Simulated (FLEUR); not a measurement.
# Ir (Fm-3m) in FLEUR: a series of runs, part 2 of 2

FLEUR MaX-R8.1 (later development tree). Earlier steps stand in the parts before.

### 3 Band structure, PBEsol, spin-orbit coupling, no magnetisation

inp.xml reads:

```xml
<?xml version="1.0" encoding="UTF-8" standalone="no"?>
<fleurInput fleurInputVersion="0.39">
   <comment>
      Ir                                                                                                  
   </comment>
   <calculationSetup>
      <cutoffs Kmax="4.14" Gmax="12.8" GmaxXC="12.8" numbands="all"/>
      <scfLoop itmax="60" minDistance="0.00001" maxIterBroyd="15" imix="Anderson" alpha="0.05" precondParam="0.0" spinf="2.0" sdNocoIR="T"/>
      <coreElectrons ctail="T" frcor="F" kcrel="0" coretail_lmax="0"/>
      <xcFunctional name="PBEs" relativisticCorrections="F"/>
      <magnetism jspins="1"/>
      <soc l_soc="T" theta="0.0" phi="0.0" spav="F"/>
      <expertModes spex="0" secvar="F"/>
      <geometryOptimization l_f="F" forcealpha="1.0" forcemix="BFGS" epsdisp="0.00001" epsforce="0.00001"/>
      <ldaU l_linMix="F" mixParam="0.05" spinf="1.0"/>
   </calculationSetup>
   <cell>
      <bzIntegration valenceElectrons="31.0" mode="hist" fermiSmearingEnergy="0.00183747">
         <kPointListSelection listName="default-1"/>
         <!-- k-points included here -->
         <xi:include xmlns:xi="http://www.w3.org/2001/XInclude" href="kpts.xml"> </xi:include>
      </bzIntegration>
      <!-- symmetry operations included here -->
      <xi:include xmlns:xi="http://www.w3.org/2001/XInclude" href="sym.xml"> </xi:include>
      <bulkLattice scale="1.0">
         <bravaisMatrix>
            <row-1>    0.0000000000000000     3.6199593642837598     3.6199593642837598</row-1>
            <row-2>    3.6199593642837598     0.0000000000000000     3.6199593642837598</row-2>
            <row-3>    3.6199593642837598     3.6199593642837598     0.0000000000000000</row-3>
         </bravaisMatrix>
      </bulkLattice>
   </cell>
   <atomSpecies>
      <species name="Iridium (Ir)" element="Ir" atomicNumber="77">
         <mtSphere radius="2.37" gridPoints="783" logIncrement="0.017"/>
         <atomicCutoffs lmax="9" lnonsphr="9"/>
         <electronConfig flipSpins="F">
            <coreConfig>(1s1/2) (2s1/2) (2p1/2) (2p3/2) (3s1/2) (3p1/2) (3p3/2) (4s1/2) (3d3/2) (3d5/2) (4p1/2) (4p3/2) (4d3/2) (4d5/2)</coreConfig>
            <valenceConfig>(4f5/2) (4f7/2) (5s1/2) (5p1/2) (5p3/2) (6s1/2) (5d3/2) (5d5/2)</valenceConfig>
            <stateOccupation state="(5d3/2)" spinUp="1.400000" spinDown="1.400000"/>
            <stateOccupation state="(5d5/2)" spinUp="2.100000" spinDown="2.100000"/>
         </electronConfig>
         <energyParameters s="6" p="6" d="5" f="5"/>
         <lo type="SCLO" l="0" n="5" eDeriv="0"/>
         <lo type="SCLO" l="0" n="5" eDeriv="1"/>
         <lo type="SCLO" l="1" n="5" eDeriv="0"/>
         <lo type="SCLO" l="1" n="5" eDeriv="1"/>
         <lo type="SCLO" l="3" n="4" eDeriv="0"/>
         <lo type="SCLO" l="3" n="4" eDeriv="1"/>
         <lo type="SCLO" l="2" n="5" eDeriv="2"/>
      </species>
   </atomSpecies>
   <atomGroups>
      <atomGroup species="Iridium (Ir)">
         <relPos label="                   1">.0000000000 .0000000000 .0000000000</relPos>
         <force calculate="T" relaxXYZ="TTT"/>
      </atomGroup>
   </atomGroups>
   <output dos="F" band="F" slice="F">
      <checks vchk="F" cdinf="F"/>
      <bandDOS minEnergy="-.5*Htr" maxEnergy="0.5*Htr" sigma="0.015" storeEVData="T"/>
      <vacuumDOS vacdos="F" integ="F" star="F" nstars="0" locx1="0.0" locy1="0.0" locx2="0.0" locy2="0.0" nstm="0" tworkf="0.0"/>
      <unfoldingBand unfoldBand="F" supercellX="1" supercellY="1" supercellZ="1"/>
      <plotting iplot="0" polar="F">
         <plot TwoD="T" vec1="  1.0  0.0  0.0" vec2="  0.0  1.0  0.0" vec3="  0.0  0.0  1.0" zero="  0.0  0.0  0.0" file="plot"/>
      </plotting>
      <chargeDensitySlicing numkpt="0" minEigenval="0.0" maxEigenval="0.0" nnne="0" pallst="F"/>
      <specialOutput eonly="F"/>
      <moessbauerParams electricFieldGradient="T" isomerShift="T" coreHyperfine="T" valenceHyperfine="T"/>
      <magneticCircularDichroism mcd="F" energyLo="-10.0" energyUp="0.0"/>
   </output>
  <!-- We include the file relax.xml here to enable relaxations (see documentation) -->
  <xi:include xmlns:xi="http://www.w3.org/2001/XInclude" href="relax.xml"> <xi:fallback/> </xi:include>
</fleurInput>
```

crystal.txt reads:

```
Ir
&input cartesian=F /
0.0000000000  1.9156000000  1.9156000000
1.9156000000  0.0000000000  1.9156000000
1.9156000000  1.9156000000  0.0000000000
1.8897261246
1.0 1.0 1.0

1
77 0.0000000000  0.0000000000  0.0000000000

&soc 0.0 0.0 /
&kpt div1=9 div2=9 div3=9 gamma=T /
```

inp.xml (bands) reads:

```
<?xml version="1.0" encoding="UTF-8" standalone="no"?>
<fleurInput fleurInputVersion="0.39">
   <comment>
      Ir                                                                                                  
   </comment>
   <calculationSetup>
      <cutoffs Kmax="4.14" Gmax="12.8" GmaxXC="12.8" numbands="all"/>
      <scfLoop itmax="60" minDistance="0.00001" maxIterBroyd="15" imix="Anderson" alpha="0.05" precondParam="0.0" spinf="2.0" sdNocoIR="T"/>
      <coreElectrons ctail="T" frcor="F" kcrel="0" coretail_lmax="0"/>
      <xcFunctional name="PBEs" relativisticCorrections="F"/>
      <magnetism jspins="1"/>
      <soc l_soc="T" theta="0.0" phi="0.0" spav="F"/>
      <expertModes spex="0" secvar="F"/>
      <geometryOptimization l_f="F" forcealpha="1.0" forcemix="BFGS" epsdisp="0.00001" epsforce="0.00001"/>
      <ldaU l_linMix="F" mixParam="0.05" spinf="1.0"/>
   </calculationSetup>
   <cell>
      <bzIntegration valenceElectrons="31.0" mode="hist" fermiSmearingEnergy="0.00183747">
         <kPointListSelection listName="path-1"/>
         <!-- k-points included here -->
         <xi:include xmlns:xi="http://www.w3.org/2001/XInclude" href="kpts.xml"> </xi:include>
      </bzIntegration>
      <!-- symmetry operations included here -->
      <xi:include xmlns:xi="http://www.w3.org/2001/XInclude" href="sym.xml"> </xi:include>
      <bulkLattice scale="1.0">
         <bravaisMatrix>
            <row-1>    0.0000000000000000     3.6199593642837598     3.6199593642837598</row-1>
            <row-2>    3.6199593642837598     0.0000000000000000     3.6199593642837598</row-2>
            <row-3>    3.6199593642837598     3.6199593642837598     0.0000000000000000</row-3>
         </bravaisMatrix>
      </bulkLattice>
   </cell>
   <atomSpecies>
      <species name="Iridium (Ir)" element="Ir" atomicNumber="77">
         <mtSphere radius="2.37" gridPoints="783" logIncrement="0.017"/>
         <atomicCutoffs lmax="9" lnonsphr="9"/>
         <electronConfig flipSpins="F">
            <coreConfig>(1s1/2) (2s1/2) (2p1/2) (2p3/2) (3s1/2) (3p1/2) (3p3/2) (4s1/2) (3d3/2) (3d5/2) (4p1/2) (4p3/2) (4d3/2) (4d5/2)</coreConfig>
            <valenceConfig>(4f5/2) (4f7/2) (5s1/2) (5p1/2) (5p3/2) (6s1/2) (5d3/2) (5d5/2)</valenceConfig>
            <stateOccupation state="(5d3/2)" spinUp="1.400000" spinDown="1.400000"/>
            <stateOccupation state="(5d5/2)" spinUp="2.100000" spinDown="2.100000"/>
         </electronConfig>
         <energyParameters s="6" p="6" d="5" f="5"/>
         <lo type="SCLO" l="0" n="5" eDeriv="0"/>
         <lo type="SCLO" l="0" n="5" eDeriv="1"/>
         <lo type="SCLO" l="1" n="5" eDeriv="0"/>
         <lo type="SCLO" l="1" n="5" eDeriv="1"/>
         <lo type="SCLO" l="3" n="4" eDeriv="0"/>
         <lo type="SCLO" l="3" n="4" eDeriv="1"/>
         <lo type="SCLO" l="2" n="5" eDeriv="2"/>
      </species>
   </atomSpecies>
   <atomGroups>
      <atomGroup species="Iridium (Ir)">
         <relPos label="                   1">.0000000000 .0000000000 .0000000000</relPos>
         <force calculate="T" relaxXYZ="TTT"/>
      </atomGroup>
   </atomGroups>
   <output dos="F" band="T" slice="F">
      <checks vchk="F" cdinf="F"/>
      <bandDOS minEnergy="-.5*Htr" maxEnergy="0.5*Htr" sigma="0.015" storeEVData="T"/>
      <vacuumDOS vacdos="F" integ="F" star="F" nstars="0" locx1="0.0" locy1="0.0" locx2="0.0" locy2="0.0" nstm="0" tworkf="0.0"/>
      <unfoldingBand unfoldBand="F" supercellX="1" supercellY="1" supercellZ="1"/>
      <plotting iplot="0" polar="F">
         <plot TwoD="T" vec1="  1.0  0.0  0.0" vec2="  0.0  1.0  0.0" vec3="  0.0  0.0  1.0" zero="  0.0  0.0  0.0" file="plot"/>
      </plotting>
      <chargeDensitySlicing numkpt="0" minEigenval="0.0" maxEigenval="0.0" nnne="0" pallst="F"/>
      <specialOutput eonly="F"/>
      <moessbauerParams electricFieldGradient="T" isomerShift="T" coreHyperfine="T" valenceHyperfine="T"/>
      <magneticCircularDichroism mcd="F" energyLo="-10.0" energyUp="0.0"/>
   </output>
  <!-- We include the file relax.xml here to enable relaxations (see documentation) -->
  <xi:include xmlns:xi="http://www.w3.org/2001/XInclude" href="relax.xml"> <xi:fallback/> </xi:include>
</fleurInput>
```

Potentials or basis: all-electron, FLAPW.

Command:

```console
inpgen -f crystal.txt -profile fastHighL
# inp.xml edited to the form shown
fleur_MPI
fleur_MPI   # second run, on inp.xml (bands)
```

Run time: 3.9 min. Hardware: 1 thread of Arm Neoverse V2, shared host; peak memory 0.15 GiB.

It converged, with:

```yaml
Free_energy: -485809.8207 eV
Band_gap_along_the_path: none (metal or under the smearing width)
Valence_electrons_inside_the_program's_atomic_spheres: Ir 29.02 (radii Ir 2.37 bohr)
```

Levels at the corners of the path, in eV from the Fermi level:
```csv
point,band 27,band 28,band 29,band 30,band 31,band 32,band 33,band 34
Γ,-4.29,-4.29,-3.46,-3.46,-1.07,-1.07,-1.07,-1.07
X,0.74,0.74,1.17,1.17,1.57,1.57,2.07,2.07
W,-4.95,-4.95,-1.77,-1.77,1.54,1.54,8.14,8.14
K,-3.00,-3.00,-0.89,-0.89,0.71,0.71,6.22,6.22
Γ,-4.29,-4.29,-3.46,-3.46,-1.07,-1.07,-1.07,-1.07
L,-3.64,-3.64,-0.81,-0.81,0.66,0.66,1.25,1.25
U,-3.00,-3.00,-0.89,-0.89,0.71,0.71,6.22,6.22
W,-4.95,-4.95,-1.77,-1.77,1.54,1.54,8.14,8.14
L,-3.64,-3.64,-0.81,-0.81,0.66,0.66,1.25,1.25
K,-3.00,-3.00,-0.89,-0.89,0.71,0.71,6.22,6.22
U,-3.00,-3.00,-0.89,-0.89,0.71,0.71,6.22,6.22
X,0.74,0.74,1.17,1.17,1.57,1.57,2.07,2.07
```

Core levels (eV from the Fermi level):
| atom | levels |
| --- | --- |
| 1 Ir | 1s1/2 -75990.1, 2s1/2 -13279.8, 2p1/2 -12720.6, 2p3/2 -11093.6, 3s1/2 -3102.1, 3p1/2 -2851.7, 3p3/2 -2495.5, 4s1/2 -657.6, 3d3/2 -2077.7, 3d5/2 -2000.7, 4p1/2 -552.1, 4p3/2 -467.7, 4d3/2 -294.8, 4d5/2 -279.1 |
